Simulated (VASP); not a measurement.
MoS2: relaxation of the atoms with optB88-vdW

The system is MoS2.

```xyz
6
Lattice="3.1690 0.0000 0.0000 -1.5845 2.7444 0.0000 0.0000 0.0000 12.7307" Properties=species:S:1:pos:R:3 pbc="T T T"
Mo    0.0000    1.8296    3.1827
Mo    1.5845    0.9148    9.5480
S     0.0000    1.8296    7.9829
S     1.5845    0.9148    1.6175
S     0.0000    1.8296   11.1132
S     1.5845    0.9148    4.7478
```

* Program: VASP 6.6.1
* Task: relaxation of the atoms
* Functional: optB88-vdW
* Potentials or basis: VASP PAW PBE potentials, release 64 (Mo_sv, S)
* Cutoff: 520 eV
* k mesh: 12 × 12 × 3
* Occupations: gaussian, width 0.05 eV
* Spin: no spin polarisation
* Further INCAR settings: ALGO = Normal; EDIFF = 1e-06; IBRION = 2; EDIFFG = -0.01; NSW = 40

- Energy gained by relaxing: 1.2 meV/atom
- Ionic steps: 3
- Pressure after relaxing: 0.9 GPa
- Band gap on the k mesh: 1.03 eV, indirect (least direct gap 1.70 eV)

Stress tensor (GPa, compression positive):
```
 1.79  0.00  0.00
 0.00  1.79  0.00
 0.00  0.00 -0.78
```

The path:
| step | energy change (eV) | largest force (eV/Å) | pressure (GPa) |
| --- | --- | --- | --- |
| 1 | 0.0000 | 0.2669 | 2.22 |
| 2 | -0.0074 | 0.0235 | 1.06 |
| 3 | -0.0075 | 0.0010 | 0.93 |

Final structure:
```
Mo S
1.0
     3.16900    0.00000    0.00000
    -1.58450    2.74443    0.00000
     0.00000    0.00000   12.73069
Mo S
2 4
Direct
  0.33333 0.66667 0.25000
  0.66667 0.33333 0.75000
  0.33333 0.66667 0.62594
  0.66667 0.33333 0.12594
  0.33333 0.66667 0.87406
  0.66667 0.33333 0.37406
```

Levels at points of the mesh, in eV from the valence-band top:
```
           k point  band 23  band 24  band 25  band 26  band 27  band 28  band 29  band 30
(0.00, 0.00, 0.00)    -1.90    -1.29    -1.00     0.00     2.27     2.27     2.29     2.29
(0.50, 0.00, 0.00)    -1.47    -1.33    -1.16    -1.09     1.75     1.79     2.13     2.36
```

It took 3.2 min on 2 MPI ranks on Intel(R) Xeon(R) 6975P-C (Granite Rapids) (shared host), peak memory 0.57 GiB a rank.

The gap isn't set beside the measured one, since this odd mesh misses points on the zone boundary.

Caveat: the PAW data sets were made with another functional, which shifts forces and pressure a little; an odd mesh through Γ misses points on the zone boundary, where band edges often lie.
